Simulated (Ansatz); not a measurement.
SrTiO3 at a changed volume — quadrupolar parameters

The cell is a COD entry, relaxed with PBE at fixed cell and then changed (volume scaled by 0.96, ions relaxed).

```
Sr Ti O
1.0
     3.85222    0.00000    0.00000
     0.00000    3.85222    0.00000
     0.00000    0.00000    3.85222
Sr Ti O
1 1 3
Direct
  0.00000 0.00000 0.00000
  0.50000 0.50000 0.50000
  0.00000 0.50000 0.50000
  0.50000 0.00000 0.50000
  0.50000 0.50000 0.00000
```

Atoms are numbered from 1 in the order listed; like atoms form one site, named after its first atom.

The numbers come from a DFT calculation in Ansatz (PBE, plane waves and PAW, scalar-relativistic, 420 eV cutoff, Γ-centred 8×8×8 k-points, Fermi–Dirac smearing 0.02 eV).

V_zz is the principal component of the electric field gradient with the largest magnitude, η = (V_xx − V_yy)/V_zz and C_Q = eQV_zz/h. Directions are in the Cartesian axes of the cell vectors above, for the atom listed; none is given where the gradient is under 0.02 or η is above 0.95.

```
site  first atom                                      first shell  V_zz (10²¹ V/m²)     η  direction of V_zz (x, y, z)
  Sr           1                                   12 O at 2.72 Å              0.00     –                            –
  Ti           2                                    6 O at 1.93 Å              0.00     –                            –
   O           3  2 Ti at 1.93 Å, angle 180°; also 4 Sr at 2.72 Å              0.88  0.00               1.00 0.00 0.00
```

An axis of threefold or higher order runs through O, so V_zz lies along it and η is zero. Sr and Ti sit on a cubic site, where every gradient vanishes.

This high-symmetry form of SrTiO3 is unstable when cold, to tilts of the octahedra. The symmetry of the cell holds that distortion back, wholly or in part, and it would change the field gradients, the more the larger the distortion. At this changed cell the PBE pressure is 13 GPa.

The relaxation (1 step) took 3.3 s of wall time (3.3 s of CPU time) and 0.47 GiB at its peak, on 1 thread of Intel Xeon 6975P-C (Granite Rapids) (x86_64; 16 cores open to the job, memory cap 3.0 GiB, no GPU), a shared host with a load of 0.1 a core.
